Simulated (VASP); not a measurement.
# Si (Fd-3m) in VASP: notebook

Runs on Si. Level: PBE. Tasks: single point.

Program: VASP 6.6.1. These are calculated values, not measurements. Logs are shortened: lines on timing, memory, paths and dates and some standing lists are left out, and cuts for length are marked.

### 1 The undisturbed crystal

It takes space group Fd-3m (No. 227, cubic). Conventional cell: a = 5.444 Å, b = 5.444 Å, c = 5.444 Å, α = 90.00°, β = 90.00°, γ = 90.00°. Si (site symmetry -43m) is surrounded by 4 Si at 2.36 Å.

### 2 Single point, PBE (grid = ENCUT=350 dk=0.35 cell=3x3x3 ISMEAR=0 SIGMA=0.05 LREAL=Auto EDIFF=1e-06)

INCAR reads:

```
PREC     = Accurate       # precision mode
ENCUT    = 350            # plane-wave cutoff, eV
EDIFF    = 1E-6           # SCF threshold, eV
ISMEAR   = 0              # smearing method
SIGMA    = 0.05           # smearing width, eV
LREAL    = Auto         
LASPH    = T              # aspherical terms in the spheres
NELM     = 120            # most SCF steps
ALGO     = Fast           # electronic algorithm
ISIF     = 2              # what is computed and relaxed
LWAVE    = F              # write WAVECAR
LCHARG   = F              # write CHGCAR
GGA      = PE             # functional
NBANDS   = 126            # bands
NCORE    = 1            
KPAR     = 2
```

KPOINTS reads:

```
Automatic mesh
0
Gamma
  2 2 2
```

POSCAR reads:

```
Si
1.0
    0.0000000000      8.1655535595      8.1655535595
    8.1655535595      0.0000000000      8.1655535595
    8.1655535595      8.1655535595      0.0000000000
Si
54
Direct
    0.1666666667      0.1666666667      0.1666666667
    0.1666666667      0.1666666667      0.5000000000
    0.1666666667      0.1666666667      0.8333333333
    0.1666666667      0.5000000000      0.1666666667
    0.1666666667      0.5000000000      0.5000000000
    0.1666666667      0.5000000000      0.8333333333
    0.1666666667      0.8333333333      0.1666666667
    0.1666666667      0.8333333333      0.5000000000
    0.1666666667      0.8333333333      0.8333333333
    0.5000000000      0.1666666667      0.1666666667
    0.5000000000      0.1666666667      0.5000000000
    0.5000000000      0.1666666667      0.8333333333
    0.5000000000      0.5000000000      0.1666666667
    0.5000000000      0.5000000000      0.5000000000
    0.5000000000      0.5000000000      0.8333333333
    0.5000000000      0.8333333333      0.1666666667
    0.5000000000      0.8333333333      0.5000000000
    0.5000000000      0.8333333333      0.8333333333
    0.8333333333      0.1666666667      0.1666666667
    0.8333333333      0.1666666667      0.5000000000
    0.8333333333      0.1666666667      0.8333333333
    0.8333333333      0.5000000000      0.1666666667
    0.8333333333      0.5000000000      0.5000000000
    0.8333333333      0.5000000000      0.8333333333
    0.8333333333      0.8333333333      0.1666666667
    0.8333333333      0.8333333333      0.5000000000
    0.8333333333      0.8333333333      0.8333333333
    0.2500000000      0.2500000000      0.2500000000
    0.2500000000      0.2500000000      0.5833333333
    0.2500000000      0.2500000000      0.9166666667
    0.2500000000      0.5833333333      0.2500000000
    0.2500000000      0.5833333333      0.5833333333
    0.2500000000      0.5833333333      0.9166666667
    0.2500000000      0.9166666667      0.2500000000
    0.2500000000      0.9166666667      0.5833333333
    0.2500000000      0.9166666667      0.9166666667
    0.5833333333      0.2500000000      0.2500000000
    0.5833333333      0.2500000000      0.5833333333
    0.5833333333      0.2500000000      0.9166666667
    0.5833333333      0.5833333333      0.2500000000
    0.5833333333      0.5833333333      0.5833333333
    0.5833333333      0.5833333333      0.9166666667
    0.5833333333      0.9166666667      0.2500000000
    0.5833333333      0.9166666667      0.5833333333
    0.5833333333      0.9166666667      0.9166666667
    0.9166666667      0.2500000000      0.2500000000
    0.9166666667      0.2500000000      0.5833333333
    0.9166666667      0.2500000000      0.9166666667
    0.9166666667      0.5833333333      0.2500000000
    0.9166666667      0.5833333333      0.5833333333
    0.9166666667      0.5833333333      0.9166666667
    0.9166666667      0.9166666667      0.2500000000
    0.9166666667      0.9166666667      0.5833333333
    0.9166666667      0.9166666667      0.9166666667
```

Potentials or basis: VASP PAW PBE potentials, release 64 (Si).

Run with:

```console
cat potpaw_PBE.64/Si/POTCAR > POTCAR
mpirun -np 4 vasp_std > vasp.out
```

OUTCAR:

```text
PREC = Accurate
   ENCUT = 350
   EDIFF = 1E-6
   ISMEAR = 0
   LREAL = Auto
   LASPH = T
   NELM = 120
   ISIF = 2
   GGA = PE

 Found      3 irreducible k-points:

 Following reciprocal coordinates:
            Coordinates               Weight
  0.000000  0.000000  0.000000      1.000000
  0.500000  0.000000  0.000000      4.000000
  0.500000  0.500000  0.000000      3.000000
   k-points           NKPTS =      3   k-points in BZ     NKDIM =      3   number of bands    NBANDS=    126
   number of dos      NEDOS =    301   number of ions     NIONS =     54
   total plane-waves  NPLWV = 343000
   dimension x,y,z NGX =    70 NGY =   70 NGZ =   70
   dimension x,y,z NGXF=   140 NGYF=  140 NGZF=  140
   ions per type =              54
   NGX,Y,Z   is equivalent  to a cutoff of  10.08, 10.08, 10.08 a.u.
   NGXF,Y,Z  is equivalent  to a cutoff of  20.15, 20.15, 20.15 a.u.
 SYSTEM =  unknown system
   PREC   = accura    normal or accurate (medium, high low for compatibility)
   ISTART =      0    job   : 0-new  1-cont  2-samecut
   ICHARG =      2    charge: 1-file 2-atom 10-const
   ISPIN  =      1    spin polarized calculation?
   LNONCOLLINEAR =      F non collinear calculations
   LSORBIT =      F    spin-orbit coupling
   LASPH  =      T    aspherical Exc in radial PAW
   ENCUT  =  350.0 eV  25.72 Ry    5.07 a.u.  17.62 17.62 17.62*2*pi/ulx,y,z
   NELM   =    120;   NELMIN=  2; NELMDL= -5     # of ELM steps
   EDIFF  = 0.1E-05   stopping-criterion for ELM
   LREAL  =      T    real-space projection
   EDIFFG = 0.1E-04   stopping-criterion for IOM
   NSW    =      0    number of steps for IOM
   IBRION =     -1    ionic relax: 0-MD 1-quasi-New 2-CG
   NFREE  =      0    steps in history (QN), initial steepest desc. (CG)
   ISIF   =      2    stress and relaxation
   ISYM   =      2    0-nonsym 1-usesym 2-fastsym
   POTIM  = 0.5000    time-step for ionic-motion
   TEBEG  =    0.0;   TEEND  =   0.0 temperature during run
   PSTRESS=    0.0 pullay stress
   NELECT =     216.0000    total number of electrons
   NUPDOWN=      -1.0000    fix difference up-down
   EMIN   =  10.00;   EMAX   =-10.00  energy-range for DOS
   EFERMI =   0.00;   METHOD = LEGACY
   ISMEAR =     0;   SIGMA  =   0.05  broadening in eV -4-tet -1-fermi 0-gaus
   EFERMI_NEDOS =   21; number of points for ismear=-14 and -15
   IALGO  =     68    algorithm
   IMIX   =      4    mixing-type and parameters
     AMIX     =   0.40;   BMIX     =  1.00
     AMIX_MAG =   1.60;   BMIX_MAG =  1.00
  volume/ion in A,a.u.               =      20.16       136.08
  Fermi-wavevector in a.u.,A,eV,Ry     =   0.954766  1.804247 12.402783  0.911579
  Thomas-Fermi vector in A             =   2.083543
   LORBIT       =      0    0 simple, 1 ext, 2 COOP (PROOUT), +10 PAW based schemes
   GGA     = PE    functional components
   LHFCALC =     F    Hartree Fock is set to
   AEXX    =    0.0000 exact exchange contribution
   IVDW    =     0    specifies the selected vdW correction
   LEPSILON=     F    determine dielectric tensor
   LRPA    =     F    only Hartree local field effects (RPA)
 non-spin polarized calculation
 RMM-DIIS sequential band-by-band and
 Gauss-broadening in eV      SIGMA  =   0.05
  energy-cutoff  :      350.00
  volume of cell :     1088.90
 maximum number of plane-waves:     16361
   NGX = 35   NGY = 35   NGZ = 35

 number of electron     215.9999999 magnetization

 Free energy of the ion-electron system (eV)
  ---------------------------------------------------
  ext. energy  EPLUGINS =         0.00000000
  ---------------------------------------------------
  free energy    TOTEN  =      -292.20789338 eV

  energy without entropy =     -292.20789338  energy(sigma->0) =     -292.20789338

 E-fermi :   5.9940     XC(G=0):  -9.3766

 val. band max:        5.7622917099   @ k =   0.0000   0.0000   0.0000
 cond. band min:       6.4852548375   @ k =   0.5000   0.5000   0.0000
 fundamental gap:      0.7229631276
 Fermi energy:         5.9940268182

 k-point     1 :       0.0000    0.0000    0.0000
  band No.  band energies     occupation
      1      -6.1487      2.00000
      2      -4.7808      2.00000
      3      -4.7808      2.00000
      4      -4.7808      2.00000
      5      -4.7808      2.00000
      6      -4.7808      2.00000
[... 112 lines left out ...]
    119       7.3406      0.00000
    120       7.3448      0.00000

 k-point     2 :       0.5000    0.0000    0.0000
  band No.  band energies     occupation
      1      -5.7896      2.00000
      2      -5.7896      2.00000
      3      -4.8572      2.00000
      4      -4.8572      2.00000
      5      -4.8572      2.00000
      6      -4.8572      2.00000
[... 112 lines left out ...]
    119       7.7279      0.00000
    120       7.7280      0.00000

 k-point     3 :       0.5000    0.5000    0.0000
  band No.  band energies     occupation
      1      -5.6674      2.00000
      2      -5.6674      2.00000
      3      -5.2050      2.00000
      4      -5.2050      2.00000
      5      -5.2050      2.00000
      6      -5.2050      2.00000
[... 112 lines left out ...]
    119       7.8032      0.00000
    120       7.8032      0.00000
 [bands above 120 left out]

------------------------ aborting loop because EDIFF is reached ----------------------------------------

  FORCE on cell =-STRESS in cart. coord.  units (eV):
  Direction    XX          YY          ZZ          XY          YZ          ZX
  --------------------------------------------------------------------------------------
  -------------------------------------------------------------------------------------
  Total        8.7259076      8.7259076      8.7259076      0.0000000      0.0000000      0.0000000
  in kB       12.8390917     12.8390917     12.8390917      0.0000000      0.0000000      0.0000000
  external PRESSURE =      12.8390917 kB  Pullay stress =       0.0000000 kB

 VOLUME and BASIS-vectors are now :
 -----------------------------------------------------------------------------
  energy-cutoff  :      350.00
  volume of cell :     1088.90
      direct lattice vectors                 reciprocal lattice vectors
     0.000000000  8.165553559  8.165553559    -0.061232836  0.061232836  0.061232836
     8.165553559  0.000000000  8.165553559     0.061232836 -0.061232836  0.061232836
     8.165553559  8.165553559  0.000000000     0.061232836  0.061232836 -0.061232836

 POSITION                                       TOTAL-FORCE (eV/Angst)
 -----------------------------------------------------------------------------------
      2.72185      2.72185      2.72185         0.000000     -0.000000     -0.000000
      5.44370      5.44370      2.72185        -0.000000      0.000000     -0.000000
      8.16555      8.16555      2.72185        -0.000000     -0.000000     -0.000000
      5.44370      2.72185      5.44370        -0.000000     -0.000000     -0.000000
      8.16555      5.44370      5.44370        -0.000000     -0.000000     -0.000000
     10.88740      8.16555      5.44370        -0.000000     -0.000000      0.000000
[... 46 lines left out ...]
     12.24833     12.24833     14.97018         0.000000      0.000000      0.000000
     14.97018     14.97018     14.97018         0.000000     -0.000000      0.000000
 -----------------------------------------------------------------------------------
    total drift:                                0.000001      0.000001      0.000001

  FREE ENERGIE OF THE ION-ELECTRON SYSTEM (eV)
  ---------------------------------------------------
  free  energy   TOTEN  =      -292.2078933768 eV

  energy  without entropy=     -292.2078933768  energy(sigma->0) =     -292.20789338
```

Run time: 2.6 min. Hardware: 4 MPI ranks of Intel Xeon Platinum 8259CL at 2.50GHz (Skylake/Cascade Lake), shared host; peak memory 0.51 GiB.

These settings aren't checked as converged: the numbers below hold their error.

Results:

- Free energy: -292.2079 eV
- Pressure: 1.3 GPa
- Band gap on the k mesh: 0.72 eV

(Part 1 of 2 ends here.)
